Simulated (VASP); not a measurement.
**FeSi2 (Linzhiite) under changes of volume**

One of the cells (12.560 Å³/atom); the others are scaled copies at fixed shape and fractional positions:

```
Fe Si
1.0
     2.70178    0.00000    0.00000
     0.00000    2.70178    0.00000
     0.00000    0.00000    5.16196
Fe Si
1 2
Cartesian
  0.0000 0.0000 0.0000
  1.3509 1.3509 3.7682
  1.3509 1.3509 1.3937
```

- Program: VASP 6.6.1
- Functional: r2SCAN
- Potentials or basis: VASP PAW PBE potentials, release 64 (Fe, Si)
- Cutoff: 520 eV
- k mesh: 10 × 10 × 5
- Occupations: fermi-dirac, width 0.05 eV
- Spin: collinear spin, ferromagnetic start
- Starting moments: [3.0, 0.0, 0.0] μB

| volume (Å³/atom) | energy over the lowest point (meV/atom) | pressure (GPa) | largest force (eV/Å) |
| --- | --- | --- | --- |
| 11.575 | 25.66 | 13.6 | 0.523 |
| 11.821 | ? | ? | ? |
| 12.068 | 0.00 | 3.4 | 0.280 |
| 12.560 | 2.47 | -4.7 | 0.074 |
| 12.806 | 12.48 | -8.2 | 0.017 |
| 13.053 | 27.53 | -11.3 | 0.101 |

What does the run at 11.821 Å³/atom give?

Energy over the lowest point 8.92 meV/atom; pressure 8.2 GPa; largest force 0.396 eV/Å.

Worked out: A Birch-Murnaghan fit of order 3 (a polynomial in V^(-2/3)) to the other rows has its minimum at 12.26 Å³/atom with B0 = V·E''(V) = 208 GPa and B' = 4.5 at fixed shape and positions, which overstates the stiffness. It gives 8.93 meV/atom at 11.821 Å³/atom, against the run's 8.92, and -dE/dV = 8.3 GPa, against 8.2.

Energies are extrapolated to zero smearing.

Caveats: the PAW data sets were made with another functional, which shifts forces and pressure a little.
